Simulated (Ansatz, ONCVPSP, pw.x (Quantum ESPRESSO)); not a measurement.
**What a changed setting does to a pw.x run (bcc Si)**

Potential: optimised norm-conserving Vanderbilt (ONCV), ONCVPSP 4.0.1.1 (patched build), LDA (Perdew-Wang 92); core [Ne], reference 3s2 3p2; waves: 3s: rc 1.85 bohr, ncon 3, nbas 8, qcut 3.3 1/bohr, 1 projector; 3p: rc 1.90 bohr, ncon 4, nbas 8, qcut 4.5 1/bohr, 2 projectors, debl 3.8 Ha; d scattering state at 0.11 Ha: rc 2.20 bohr, ncon 4, nbas 8, qcut 6.4 1/bohr, 2 projectors, debl 0.3 Ha; local part: polynomial inside 1.10 bohr (lpopt 5, dvloc0 0 Ha); core correction: none.

The reference run (k-mesh 15³, cutoffs 125/500 Ry, Fermi–Dirac 0.01 Ry, mixing_beta 0.4, conv_thr 1e-9, no spin) gives -0.91 GPa at 14.087 Å³/atom, where all-electron LAPW gives 0.22 GPa. This run, with its own iteration cap, changes nspin = 2 with starting_magnetization to 0.5.

```
&control
  calculation='scf', prefix='x', pseudo_dir='./', outdir='./tmp', tstress=.true., disk_io='none'
/
&system
  ibrav=0, nat=1, ntyp=1, ecutwfc=125, ecutrho=500, nbnd=9,
  occupations='smearing', smearing='fd', degauss=0.01, nspin=2, starting_magnetization(1)=0.5
/
&electrons
  conv_thr=1e-09, mixing_beta=0.4, electron_maxstep=50
/
ATOMIC_SPECIES
Si 1.0 Si.UPF
CELL_PARAMETERS angstrom
  -1.52143303 1.52143303 1.52143303
  1.52143303 -1.52143303 1.52143303
  1.52143303 1.52143303 -1.52143303
ATOMIC_POSITIONS crystal
Si 0.0000 0.0000 0.0000
K_POINTS automatic
15 15 15 0 0 0
```

```bash
pw.x < Si.scf.in > Si.scf.out
```

Q: How does the run end?

A: It converges in 8 iterations; the free energy moves by +0.0 meV/atom and the pressure by +0.00 GPa. The result is that of the reference run.

```
Message from routine setup:
     using ibrav=0 with symmetry is DISCOURAGED, use correct ibrav instead
     lattice parameter (alat)  =       4.9798  a.u.
     unit-cell volume          =      95.0638 (a.u.)^3
     number of electrons       =         4.00
     number of Kohn-Sham states=            9
     kinetic-energy cutoff     =     125.0000  Ry
     charge density cutoff     =     500.0000  Ry
     scf convergence threshold =      1.0E-09
     Exchange-correlation= SLA  PW   NOGX NOGC
     atomic species   magnetization
     number of k points=   120  Fermi-Dirac smearing, width (Ry)=  0.0100
     iteration #  1     ecut=   125.00 Ry     beta= 0.40
     total energy              =      -7.88289452 Ry
     estimated scf accuracy    <       0.01110078 Ry
     total magnetization       =     0.53 Bohr mag/cell
     absolute magnetization    =     0.53 Bohr mag/cell
     iteration #  2     ecut=   125.00 Ry     beta= 0.40
     total energy              =      -7.90802209 Ry
     estimated scf accuracy    <       0.00497703 Ry
     total magnetization       =     0.36 Bohr mag/cell
     absolute magnetization    =     0.36 Bohr mag/cell
     iteration #  3     ecut=   125.00 Ry     beta= 0.40
     total energy              =      -7.91680922 Ry
     estimated scf accuracy    <       0.00018908 Ry
     total magnetization       =     0.05 Bohr mag/cell
     absolute magnetization    =     0.05 Bohr mag/cell
     iteration #  4     ecut=   125.00 Ry     beta= 0.40
     total energy              =      -7.91699555 Ry
     estimated scf accuracy    <       0.00000583 Ry
     total magnetization       =     0.01 Bohr mag/cell
     absolute magnetization    =     0.01 Bohr mag/cell
     iteration #  5     ecut=   125.00 Ry     beta= 0.40
     total energy              =      -7.91700404 Ry
     estimated scf accuracy    <       0.00000061 Ry
     total magnetization       =     0.00 Bohr mag/cell
     absolute magnetization    =     0.00 Bohr mag/cell
     iteration #  6     ecut=   125.00 Ry     beta= 0.40
     total energy              =      -7.91700523 Ry
     estimated scf accuracy    <       0.00000003 Ry
     total magnetization       =    -0.00 Bohr mag/cell
     absolute magnetization    =     0.00 Bohr mag/cell
     iteration #  7     ecut=   125.00 Ry     beta= 0.40
     total energy              =      -7.91700527 Ry
     estimated scf accuracy    <          2.7E-09 Ry
     total magnetization       =    -0.00 Bohr mag/cell
     absolute magnetization    =     0.00 Bohr mag/cell
     iteration #  8     ecut=   125.00 Ry     beta= 0.40
     the Fermi energy is    10.6979 ev
!    total energy              =      -7.91700527 Ry
     estimated scf accuracy    <          2.2E-11 Ry
     smearing contrib. (-TS)   =      -0.00183580 Ry
     The total energy is F=E-TS. E is the sum of the following terms:
     one-electron contribution =       4.63962025 Ry
     hartree contribution      =       0.02763626 Ry
     xc contribution           =      -2.45618648 Ry
     ewald contribution        =     -10.12623951 Ry
     total magnetization       =    -0.00 Bohr mag/cell
     absolute magnetization    =     0.00 Bohr mag/cell
     convergence has been achieved in   8 iterations
          total   stress  (Ry/bohr**3)                   (kbar)     P=       -9.06
     Message from routine punch:
     Nothing written, as per user request (disk_io='none')
```

The run took about 1.8 min on one core of a shared host (Neoverse-N1, 64 threads, 124 GiB, load 56).
